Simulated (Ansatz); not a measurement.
LaAlO₃ (cubic perovskite)

```yaml
crystal:
  lattice:
    - [3.78694, 0.00000, 0.00000]
    - [0.00000, 3.78694, 0.00000]
    - [0.00000, 0.00000, 3.78694]
  atoms:
    - { symbol: La, position: [0.00000, 0.00000, 0.00000] }
    - { symbol: Al, position: [0.50000, 0.50000, 0.50000] }
    - { symbol: O, position: [0.00000, 0.50000, 0.50000] }
    - { symbol: O, position: [0.50000, 0.50000, 0.00000] }
    - { symbol: O, position: [0.50000, 0.00000, 0.50000] }
```

The slice is a {110} plane (indices of the conventional cell) through the point (0.000, 0.000, 0.000) (fractional), spanned by u = [100] and v = [011] in vectors of this cell: u (3.79 Å) and v (5.36 Å, at 90° to u). It covers one period; positions are fractions (u, v).

Level of theory: r2SCAN (plane waves to 500 eV, PAW, scalar-relativistic; Ansatz, a quantum-chemistry and plane-wave program). k mesh 9×9×9. Inside the PAW spheres the values are not all-electron values, and peaks at nuclei hang on which shells count as valence. LaAlO3 is run without spin polarisation. LaAlO3 was relaxed with its symmetry unable to fall. This is a high-temperature form of LaAlO3.

**Question.** Around which element is the density of the lowest conduction band (whole band as if filled, smooth part) largest on this plane?

**Answer.** La. Mean over a disc round each atom, of radius 0.45 times the shortest bond: La 0.057, O 0.004, Al 0.000 e/Å³.

**Question.** Around which element is the density of the highest valence band (whole band, smooth part) largest on this plane?

**Answer.** O. Mean over a disc round each atom, of radius 0.45 times the shortest bond: O 0.120, La 0.008, Al 0.002 e/Å³.

**Question.** What is the valence density on the shortest Al–O line in this plane (1.89 Å), at its midpoint?

**Answer.** 0.59 e/Å³.

**Question.** Predict the map of the valence electron density on the slice.

**Answer.** 
```
|******##****++==::..        ..::==++****##****|
|******##****++--::..        ..::--++****##****|
|**####****++==--::....    ....::--==++****####|
|********++++--::::............::::--++++******|
|******++====--::................::--====++****|
|++++++==----::......::::::::......::----==++++|
|====----::::......::::::::::::......::::----==|
|----::::::........::::::::::::........::::::--|
|----::::::......::::::::::::::::......::::::--|
|--------::::....::::::::::::::::....::::------|
|++++====--::::::::::::::::::::::::::::--====++|
|******++==----::::::........::::::----==++****|
|%%####**++==--::::....    ....::::--==++**####|
|@@@@%%##**++==--::..        ..::--==++**##%%@@|
|@@@@@@%%**++==--::            ::--==++**%%@@@@|
|@@@@@@%%**++==--::            ::--==++**%%@@@@|
|@@@@@@%%**++==--::            ::--==++**%%@@@@|
|@@@@%%##**++==--::..        ..::--==++**##%%@@|
|%%####**++==--::::....    ....::::--==++**####|
|******++==----::::::........::::::----==++****|
|++++====--::::::::::::::::::::::::::::--====++|
|--------::::....::::::::::::::::....::::------|
|----::::::......::::::::::::::::......::::::--|
|----::::::........::::::::::::........::::::--|
|====----::::......::::::::::::......::::----==|
|++++++==----::......::::::::......::----==++++|
|******++====--::................::--====++****|
|********++++--::::............::::--++++******|
|**####****++==--::....    ....::--==++****####|
|******##****++--::..        ..::--++****##****|
|******##****++==::..        ..::==++****##****|
|************++==::..        ..::==++**********|
```
Scale: ten equal steps from -1.32 (start of ' ') to 0.88 (end of '@'), in the order ' .:-=+*#%@'. Values: log₁₀ of the valence density in e/Å³. The map has 23 points along u (two characters each, u = 0 at the left) and 32 along v (v = 0 in the bottom row). The scale is logarithmic, as a density can span decades between atoms and voids.
